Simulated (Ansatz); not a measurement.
**NaH: a phonon run with finite displacements of 0.01 Å in the cell itself**

Computed with Ansatz, DFT PBE, scalar-relativistic, plane waves, PAW.

Launched with:
```bash
ansatz run input.yaml --threads 1 --pin off --max-ram 1228MiB --backend cpu --events-out ev --progress --plain --runs-dir out
```

Input (bare energies are in eV):
```yaml
crystal:
  lattice:
    - [2.9688, 0.0, 0.0]
    - [0.0, 2.9688, 0.0]
    - [0.0, 0.0, 2.9688]
  atoms:
    - { symbol: Na, position: [0.0, 0.0, 0.0] }
    - { symbol: H, position: [0.5, 0.5, 0.5] }
basis:
  ecutwfc: 420
kpoints:
  mp_grid: { grid: [10, 10, 10] }
hamiltonian:
  xc: pbe
scf:
  occupations: { method: fixed }
output:
  eigenvalues: true
phonons:
  method: fd
  dielectric: false
  amplitude: 0.01
  supercell: [1, 1, 1]
```

From the output:
```
--- Phonons: 2 displaced members + reference (amplitude 0.01 Å, Σ member SCF iterations 10) ---
  symmetry images taken by strict's conditions (phonons.symmetry_images: auto; settled by no image being taken that strict refuses)
  ASR residual: 1.010e-4 → 0.000e0 eV/Å²; symmetrization residual: 5.644e-5 eV/Å²
  largest component of a force at the reference: 6.6e-32 eV/Å
  ASR residual per site (eV/Å²): 1.01e-4 6.95e-5
  Γ frequencies (cm⁻¹): 0.00 0.00 0.00 323.87 323.87 323.87
  density of states and harmonic sums: on the 21×21×21 q-mesh, interpolated from the force constants of a 1×1×1 supercell (no non-analytic term)
  largest difference from the sums on the solved wave vectors: F 6.36e-1 eV, S 8.94e-4 and C_V 2.58e-4 eV/K
  zero-point energy: 0.070535 eV/cell skipped modes (ω ≤ 0): 3   left out of the sums: 5.40e-5 of the cell's modes: C_V's classical limit lies that fraction below 3 k_B per atom; for a crystal, a wire or a layer, F and S can be off by ...
```

Beside the reference run (Settings: 420 eV plane-wave cutoff, Γ-centred 10×10×10 mesh, fixed occupations. No spin polarisation. Phonons by linear response, acoustic sum rule imposed.), the optical modes at Γ (cm⁻¹, by rank, those that always equal the one before left out, no LO field; i marks imaginary), ε∞ and the mean Born charge of atom 1:
```csv
setting,mode 1,ε∞,Z* of atom 1
reference run,324,3.36,1.02
finite displacements of 0.01 Å in the cell itself,324,–,–
```

The cell is the ideal cubic caesium chloride prototype; this isn't the usual structure of the compound.